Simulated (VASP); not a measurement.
# CdTe (F-43m) in VASP: further runs

Runs on CdTe. Level: PBEsol. Tasks: relaxation of cell and atoms.

Everything below comes from runs of VASP 6.6.1. Logs are shortened: lines on timing, memory, paths and dates and some standing lists are left out, and cuts for length are marked.

## 1. The structure

The structure is cubic, space group F-43m (No. 216). The conventional cell has a = 6.410 Å, b = 6.410 Å, c = 6.410 Å, α = 90.00°, β = 90.00°, γ = 90.00°. Cd (site symmetry -43m) is surrounded by 4 Te at 2.78 Å. Te (site symmetry -43m) is surrounded by 4 Cd at 2.78 Å.

## 2. Relaxation of cell and atoms, PBEsol

INCAR

```
ALGO = Normal
EDIFF = 1E-6
EDIFFG = -0.01
ENCUT = 600
GGA = PS
IBRION = 2
ISIF = 3
ISMEAR = 0
KPAR = 4
LASPH = True
LCHARG = False
LREAL = False
LWAVE = False
NELM = 80
NSW = 90
PREC = Accurate
SIGMA = 0.03
```

KPOINTS

```
k-points
0
Gamma
  8 8 8
```

POSCAR

```
CdTe
1.0
    0.0000000000      3.2050000000      3.2050000000
    3.2050000000      0.0000000000      3.2050000000
    3.2050000000      3.2050000000      0.0000000000
Cd Te
1 1
Direct
    0.0000000000      0.0000000000      0.0000000000
    0.2500000000      0.2500000000      0.2500000000
```

Potentials or basis: VASP PAW PBE potentials, release 64 (Cd, Te).

Command:

```bash
$ cat potpaw_PBE.64/Cd/POTCAR potpaw_PBE.64/Te/POTCAR > POTCAR
$ mpirun -np 4 vasp_std > vasp.out
```

OUTCAR:

```text
EDIFF = 1E-6
   EDIFFG = -0.01
   ENCUT = 600
   GGA = PS
   IBRION = 2
   ISIF = 3
   ISMEAR = 0
   LASPH = True
   LREAL = False
   NELM = 80
   NSW = 90
   PREC = Accurate

 ion  position               nearest neighbor table
   1  0.000  0.000  0.000-   2 2.78   2 2.78   2 2.78   2 2.78
   2  0.250  0.250  0.250-   1 2.78   1 2.78   1 2.78   1 2.78

  LATTYP: Found a face centered cubic cell.
 ALAT       =     6.4100000000

  Lattice vectors:

 A1 = (   0.0000000000,   3.2050000000,   3.2050000000)
 A2 = (   3.2050000000,   0.0000000000,   3.2050000000)
 A3 = (   3.2050000000,   3.2050000000,   0.0000000000)

Analysis of symmetry for initial positions (statically):
=====================================================================
 Subroutine PRICEL returns:
 Original cell was already a primitive cell.

 Routine SETGRP: Setting up the symmetry group for a
 face centered cubic supercell.

 Subroutine GETGRP returns: Found 24 space group operations
 (whereof 24 operations were pure point group operations)
 out of a pool of 48 trial point group operations.

The static configuration has the point symmetry T_d .

Analysis of symmetry for dynamics (positions and initial velocities):
=====================================================================
 Subroutine PRICEL returns:
 Original cell was already a primitive cell.

 Routine SETGRP: Setting up the symmetry group for a
 face centered cubic supercell.

 Subroutine GETGRP returns: Found 24 space group operations
 (whereof 24 operations were pure point group operations)
 out of a pool of 48 trial point group operations.

The dynamic configuration has the point symmetry T_d .

 Subroutine INISYM returns: Found 24 space group operations
 (whereof 24 operations are pure point group operations),
 and found     1 'primitive' translations

----------------------------------------------------------------------------------------

                                     Primitive cell

  volume of cell :      65.8437

  direct lattice vectors                    reciprocal lattice vectors
     0.000000000  3.205000000  3.205000000    -0.156006240  0.156006240  0.156006240
     3.205000000  0.000000000  3.205000000     0.156006240 -0.156006240  0.156006240
[... 100 lines left out ...]
   ISMEAR =     0;   SIGMA  =   0.03  broadening in eV -4-tet -1-fermi 0-gaus
   EFERMI_NEDOS =   21; number of points for ismear=-14 and -15
   IALGO  =     38    algorithm
   IMIX   =      4    mixing-type and parameters
     AMIX     =   0.40;   BMIX     =  1.00
     AMIX_MAG =   1.60;   BMIX_MAG =  1.00
  volume/ion in A,a.u.               =      32.92       222.17
  Fermi-wavevector in a.u.,A,eV,Ry     =   1.062497  2.007828 15.359610  1.128899
  Thomas-Fermi vector in A             =   2.197950
   LORBIT       =      0    0 simple, 1 ext, 2 COOP (PROOUT), +10 PAW based schemes
   GGA     = PS    functional components
   LHFCALC =     F    Hartree Fock is set to
   AEXX    =    0.0000 exact exchange contribution
   IVDW    =     0    specifies the selected vdW correction
   LEPSILON=     F    determine dielectric tensor
   LRPA    =     F    only Hartree local field effects (RPA)
 conjugate gradient relaxation of ions
 non-spin polarized calculation
 Gauss-broadening in eV      SIGMA  =   0.03
  energy-cutoff  :      600.00
  volume of cell :       65.84
 maximum number of plane-waves:      2216
   NGX = 19   NGY = 19   NGZ = 19

--------------------------------------- Ionic step        1  -------------------------------------------

 number of electron      17.9999995 magnetization

 Free energy of the ion-electron system (eV)
  ---------------------------------------------------
  ext. energy  EPLUGINS =         0.00000000
  ---------------------------------------------------
  free energy    TOTEN  =        -5.47427619 eV

  energy without entropy =       -5.47427619  energy(sigma->0) =       -5.47427619

------------------------ aborting loop because EDIFF is reached ----------------------------------------

  FORCE on cell =-STRESS in cart. coord.  units (eV):
  Direction    XX          YY          ZZ          XY          YZ          ZX
  --------------------------------------------------------------------------------------
  -------------------------------------------------------------------------------------
  Total        0.7455023      0.7455023      0.7455023      0.0000000      0.0000000      0.0000000
  in kB       18.1403413     18.1403413     18.1403413      0.0000000      0.0000000      0.0000000
  external PRESSURE =      18.1403413 kB  Pullay stress =       0.0000000 kB
[... 59 lines left out ...]
--------------------------------------- Ionic step        3  -------------------------------------------

 number of electron      17.9999998 magnetization

 Free energy of the ion-electron system (eV)
  ---------------------------------------------------
  ext. energy  EPLUGINS =         0.00000000
  ---------------------------------------------------
  free energy    TOTEN  =        -5.48882193 eV

  energy without entropy =       -5.48882193  energy(sigma->0) =       -5.48882193

 E-fermi :   2.2768     XC(G=0):  -8.7509

 val. band max:        2.1502891773   @ k =   0.0000   0.0000   0.0000
 cond. band min:       2.7926268195   @ k =   0.0000   0.0000   0.0000
 fundamental gap:      0.6423376422
 Fermi energy:         2.2767844055

 k-point     1 :       0.0000    0.0000    0.0000
  band No.  band energies     occupation
      1      -9.0234      2.00000
      2      -6.0821      2.00000
      3      -6.0821      2.00000
      4      -6.0821      2.00000
      5      -5.8221      2.00000
      6      -5.8221      2.00000
      7       2.1503      2.00000
      8       2.1503      2.00000
      9       2.1503      2.00000
     10       2.7926      0.00000
     11       6.7009      0.00000
     12       6.7009      0.00000
     13       6.7009      0.00000
[... 354 lines left out ...]
  band No.  band energies     occupation
      1      -8.5629      2.00000
      2      -5.9943      2.00000
      3      -5.9818      2.00000
      4      -5.8380      2.00000
      5      -5.8168      2.00000
      6      -5.3886      2.00000
      7      -2.0966      2.00000
      8       0.0760      2.00000
      9       0.8832      2.00000
     10       5.3125      0.00000
     11       6.6626      0.00000
     12       8.0610      0.00000
     13       9.2338      0.00000

 [... further k-points ...]
[... 5 lines left out ...]
  --------------------------------------------------------------------------------------
  -------------------------------------------------------------------------------------
  Total       -0.0020652     -0.0020652     -0.0020652      0.0000000      0.0000000     -0.0000000
  in kB       -0.0482927     -0.0482927     -0.0482927      0.0000000      0.0000000     -0.0000000
  external PRESSURE =      -0.0482927 kB  Pullay stress =       0.0000000 kB
[... 17 lines left out ...]
  FREE ENERGIE OF THE ION-ELECTRON SYSTEM (eV)
  ---------------------------------------------------
  free  energy   TOTEN  =        -5.4888219294 eV

  energy  without entropy=       -5.4888219294  energy(sigma->0) =       -5.48882193

 reached required accuracy - stopping structural energy minimisation
```

Run time: 18 s. Hardware: 4 MPI ranks of Intel Xeon 6975P-C (Granite Rapids), shared host; peak memory 0.22 GiB.

Results:

```yaml
Free_energy: -5.4888 eV
Relaxed_volume: 34.26 Å³/atom
Relaxed_cell: a = 4.593 Å, b = 4.593 Å, c = 4.593 Å, α = 60.00°, β = 60.00°, γ = 60.00°
Space_group_after_relaxing_to_0.05_Å: F-43m (No. 216)
Energy_gained_by_relaxing: 7.3 meV/atom
Ionic_steps: 3
Pressure_after_relaxing: 0.0 GPa
Band_gap_on_the_k_mesh: 0.64 eV, direct
```

Step by step:
```tsv
step	energy change (eV)	largest force (eV/Å)	pressure (GPa)	volume (Å³)
1	0.0000	0.0000	1.81	65.84
2	-0.0129	0.0000	-0.54	69.46
3	-0.0145	0.0000	0.00	68.52
```

Final structure:
```cif
data_structure
_symmetry_space_group_name_H-M 'P 1'
_symmetry_Int_Tables_number 1
_cell_length_a 4.5931
_cell_length_b 4.5931
_cell_length_c 4.5931
_cell_angle_alpha 60.000
_cell_angle_beta 60.000
_cell_angle_gamma 60.000
_cell_volume 68.52
loop_
_atom_site_label
_atom_site_type_symbol
_atom_site_fract_x
_atom_site_fract_y
_atom_site_fract_z
_atom_site_occupancy
Cd1 Cd 0.00000 0.00000 0.00000 1
Te1 Te 0.25000 0.25000 0.25000 1
```

Levels at points of the mesh, in eV from the valence-band top:
```
           k point  band 7  band 8  band 9  band 10  band 11  band 12
(0.00, 0.00, 0.00)    0.00    0.00    0.00     0.64     4.55     4.55
(0.50, 0.00, 0.00)   -4.44   -0.77   -0.77     1.73     5.13     5.13
(0.50, 0.50, 0.00)   -4.32   -1.86   -1.86     2.51     2.60     8.69
```

Caveat: the PAW data sets were made with another functional, which shifts forces and pressure a little; spin-orbit coupling is left out, which moves the levels of the heavy elements. Zero-point motion and thermal expansion aren't in these numbers.

## 3. Relaxation of cell and atoms, PBEsol

This run uses another cell than the first one, of 34.26 Å³/atom, 1.041 times its volume.

INCAR, as its differences from that of step 2:

```diff
@@ -1,4 +1,4 @@
 ALGO = Normal
-EDIFF = 1E-6
-EDIFFG = -0.01
+EDIFF = 1E-7
+EDIFFG = -0.005
 ENCUT = 600
```

KPOINTS is that of step 2.

POSCAR

```
CdTe                                    
1.0
    0.0000000000      3.2477981878      3.2477981878
    3.2477981878     -0.0000000000      3.2477981878
    3.2477981878      3.2477981878      0.0000000000
  Cd              Te            
     1     1
Direct
     0.0000000000000000    0.0000000000000000    0.0000000000000000
     0.2500000000000000    0.2500000000000000    0.2500000000000000
```

Potentials or basis: VASP PAW PBE potentials, release 64 (Cd, Te).

Command:

```bash
$ cat potpaw_PBE.64/Cd/POTCAR potpaw_PBE.64/Te/POTCAR > POTCAR
$ mpirun -np 4 vasp_std > vasp.out
```

OUTCAR:

```text
EDIFF = 1E-7
   EDIFFG = -0.005
   ENCUT = 600
   GGA = PS
   IBRION = 2
   ISIF = 3
   ISMEAR = 0
   LASPH = True
   LREAL = False
   NELM = 80
   NSW = 90
   PREC = Accurate

 ion  position               nearest neighbor table
   1  0.000  0.000  0.000-   2 2.81   2 2.81   2 2.81   2 2.81
   2  0.250  0.250  0.250-   1 2.81   1 2.81   1 2.81   1 2.81

  LATTYP: Found a face centered cubic cell.
 ALAT       =     6.4955963756

  Lattice vectors:

 A1 = (   0.0000000000,   3.2477981878,   3.2477981878)
[... 574 lines left out ...]

  FORCE on cell =-STRESS in cart. coord.  units (eV):
  Direction    XX          YY          ZZ          XY          YZ          ZX
  --------------------------------------------------------------------------------------
  -------------------------------------------------------------------------------------
  Total        0.0011063      0.0011063      0.0011063      0.0000000      0.0000000      0.0000000
  in kB        0.0258684      0.0258684      0.0258684      0.0000000      0.0000000      0.0000000
  external PRESSURE =       0.0258684 kB  Pullay stress =       0.0000000 kB

 VOLUME and BASIS-vectors are now :
 -----------------------------------------------------------------------------
  energy-cutoff  :      600.00
  volume of cell :       68.52
      direct lattice vectors                 reciprocal lattice vectors
     0.000000000  3.247798188  3.247798188    -0.153950452  0.153950452  0.153950452
     3.247798188  0.000000000  3.247798188     0.153950452 -0.153950452  0.153950452
     3.247798188  3.247798188  0.000000000     0.153950452  0.153950452 -0.153950452

 POSITION                                       TOTAL-FORCE (eV/Angst)
 -----------------------------------------------------------------------------------
      0.00000      0.00000      0.00000        -0.000000     -0.000000     -0.000000
      1.62390      1.62390      1.62390         0.000000      0.000000      0.000000
 -----------------------------------------------------------------------------------
    total drift:                               -0.000000     -0.000000     -0.000000

  FREE ENERGIE OF THE ION-ELECTRON SYSTEM (eV)
  ---------------------------------------------------
  free  energy   TOTEN  =        -5.4895177273 eV

  energy  without entropy=       -5.4895177273  energy(sigma->0) =       -5.48951773

 reached required accuracy - stopping structural energy minimisation
```

OSZICAR:

```text
N       E                     dE             d eps       ncg     rms          rms(c)
DAV:   1     0.111290978062E+03    0.11129E+03   -0.90258E+03   754   0.134E+03
DAV:   2    -0.115289977184E+01   -0.11244E+03   -0.10750E+03   829   0.290E+02
DAV:   3    -0.570009308603E+01   -0.45472E+01   -0.45306E+01   909   0.612E+01
DAV:   4    -0.574477222378E+01   -0.44679E-01   -0.44674E-01  1027   0.537E+00
DAV:   5    -0.574495735812E+01   -0.18513E-03   -0.18513E-03   924   0.294E-01    0.537E+00
DAV:   6    -0.550791406789E+01    0.23704E+00   -0.53961E-01   854   0.102E+01    0.450E+00
DAV:   7    -0.549050441320E+01    0.17410E-01   -0.11065E-01   854   0.253E+00    0.184E+00
DAV:   8    -0.548950435500E+01    0.10001E-02   -0.96994E-03   779   0.138E+00    0.534E-01
DAV:   9    -0.548946481231E+01    0.39543E-04   -0.79255E-04   894   0.337E-01    0.118E-01
DAV:  10    -0.548949534337E+01   -0.30531E-04   -0.11732E-04   824   0.116E-01    0.551E-02
DAV:  11    -0.548951954707E+01   -0.24204E-04   -0.46740E-05   797   0.443E-02    0.314E-02
DAV:  12    -0.548951778928E+01    0.17578E-05   -0.47983E-06   894   0.167E-02    0.171E-02
DAV:  13    -0.548951772729E+01    0.61995E-07   -0.36560E-07   814   0.438E-03
   1 F= -.54895177E+01 E0= -.54895177E+01  d E =-.548952E+01
```

It took 13 s on 4 MPI ranks of Intel Xeon 6975P-C (Granite Rapids), shared host; peak memory 0.24 GiB.

Results:

- Free energy: -5.4895 eV
- Pressure after relaxing: 0.0 GPa
- Band gap on the k mesh: 0.64 eV, direct

Final structure:
```
Cd Te
1.0
     0.00000    3.24780    3.24780
     3.24780    0.00000    3.24780
     3.24780    3.24780    0.00000
Cd Te
1 1
Cartesian
  0.0000 0.0000 0.0000
  1.6239 1.6239 1.6239
```

Levels at points of the mesh, in eV from the valence-band top:
| k point | band 7 | band 8 | band 9 | band 10 | band 11 | band 12 |
| --- | --- | --- | --- | --- | --- | --- |
| (0.00, 0.00, 0.00) | 0.00 | 0.00 | 0.00 | 0.64 | 4.55 | 4.55 |
| (0.50, 0.00, 0.00) | -4.44 | -0.77 | -0.77 | 1.73 | 5.13 | 5.13 |
| (0.50, 0.50, 0.00) | -4.32 | -1.86 | -1.86 | 2.51 | 2.60 | 8.69 |

Caveat: the relaxation stopped at its first step, so nothing moved; the PAW data sets were made with another functional, which shifts forces and pressure a little; spin-orbit coupling is left out, which moves the levels of the heavy elements.

## 4. Relaxation of cell and atoms, PBEsol

INCAR

```
SYSTEM = CdTe
PREC = Accurate ; ENCUT = 600
EDIFF = 1E-6 ; ISMEAR = 0
SIGMA = 0.03 ; LREAL = .False.
LASPH = .True. ; NELM = 80
ALGO = Normal ; ISIF = 3
LWAVE = .False. ; LCHARG = .False.
GGA = PS ; IBRION = 2
NSW = 90 ; EDIFFG = -0.01
KPAR = 8
```

KPOINTS

```
Automatic mesh
0
Gamma
  8 8 8
  0 0 0
```

POSCAR

```
CdTe
1.0
    0.0000000000      3.2050000000      3.2050000000
    3.2050000000      0.0000000000      3.2050000000
    3.2050000000      3.2050000000      0.0000000000
Cd Te
1 1
Direct
    0.0000000000      0.0000000000      0.0000000000
    0.2500000000      0.2500000000      0.2500000000
```

Command:

```bash
$ cat potpaw_PBE.64/Cd/POTCAR potpaw_PBE.64/Te/POTCAR > POTCAR
$ mpirun -np 8 vasp_std > vasp.out
```

Run time: 19 s. Hardware: 8 MPI ranks of Intel Xeon 6975P-C (Granite Rapids), shared host; peak memory 0.25 GiB.

It converged, with:

```
Free energy                            : -5.4888 eV
Relaxed volume                         : 34.26 Å³/atom
Relaxed cell                           : a = 4.593 Å, b = 4.593 Å, c = 4.593 Å, α = 60.00°, β = 60.00°, γ = 60.00°
Space group after relaxing (to 0.05 Å) : F-43m (No. 216)
Energy gained by relaxing              : 7.3 meV/atom
Ionic steps                            : 3
Pressure after relaxing                : 0.0 GPa
Band gap on the k mesh                 : 0.64 eV, direct
```

The path:
| step | energy change (eV) | largest force (eV/Å) | pressure (GPa) | volume (Å³) |
| --- | --- | --- | --- | --- |
| 1 | 0.0000 | 0.0000 | 1.81 | 65.84 |
| 2 | -0.0129 | 0.0000 | -0.54 | 69.46 |
| 3 | -0.0145 | 0.0000 | 0.00 | 68.52 |

Final structure:
```xyz
2
Lattice="0.0000 3.2478 3.2478 3.2478 0.0000 3.2478 3.2478 3.2478 0.0000" Properties=species:S:1:pos:R:3 pbc="T T T"
Cd    0.0000    0.0000    0.0000
Te    1.6239    1.6239    1.6239
```

Levels at points of the mesh, in eV from the valence-band top:
| k point | band 6 | band 7 | band 8 | band 9 | band 10 | band 11 | band 12 | band 13 |
| --- | --- | --- | --- | --- | --- | --- | --- | --- |
| (0.00, 0.00, 0.00) | -7.97 | 0.00 | 0.00 | 0.00 | 0.64 | 4.55 | 4.55 | 4.55 |
| (0.50, 0.00, 0.00) | -7.63 | -4.44 | -0.77 | -0.77 | 1.73 | 5.13 | 5.13 | 6.93 |
| (0.50, 0.50, 0.00) | -7.50 | -4.32 | -1.86 | -1.86 | 2.51 | 2.60 | 8.69 | 9.04 |

Caveat: the PAW data sets were made with another functional, which shifts forces and pressure a little; spin-orbit coupling is left out, which moves the levels of the heavy elements. As with any semilocal functional, this PBEsol gap is likely too small.
